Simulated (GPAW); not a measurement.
Crystal: BP.

```
CELL_PARAMETERS angstrom
0.00000 2.26900 2.26900
2.26900 0.00000 2.26900
2.26900 2.26900 0.00000
ATOMIC_POSITIONS crystal
P 0.75000 0.75000 0.75000
B 0.00000 0.00000 0.00000
```

Base run:

| Quantity | Value |
| --- | --- |
| Program | GPAW 26.7.0 |
| Functional | PBE |
| Potentials or basis | GPAW PAW data sets (gpaw-data 1.2.1) |
| Basis | lcao:dzp |
| Grid spacing | 0.2 Å |
| k mesh | 10 × 10 × 10 |
| Occupations | fermi-dirac, width 0.05 eV |
| Spin | no spin polarisation |

Its results: band gap on the k mesh 1.37 eV, indirect (least direct gap 3.46 eV).

Problem. The run is repeated on the same cell with these changes: potentials or basis from GPAW PAW data sets (gpaw-data 1.2.1) to SG15 ONCV 1.2; basis from lcao:dzp to pw. What comes out?

Solution. Band gap on the k mesh 1.28 eV, indirect (least direct gap 3.43 eV).

Caveats: the basis of atomic orbitals isn't converged, which shifts pressures, moduli and gaps (some runs).

Not every run made on this cell is shown here.
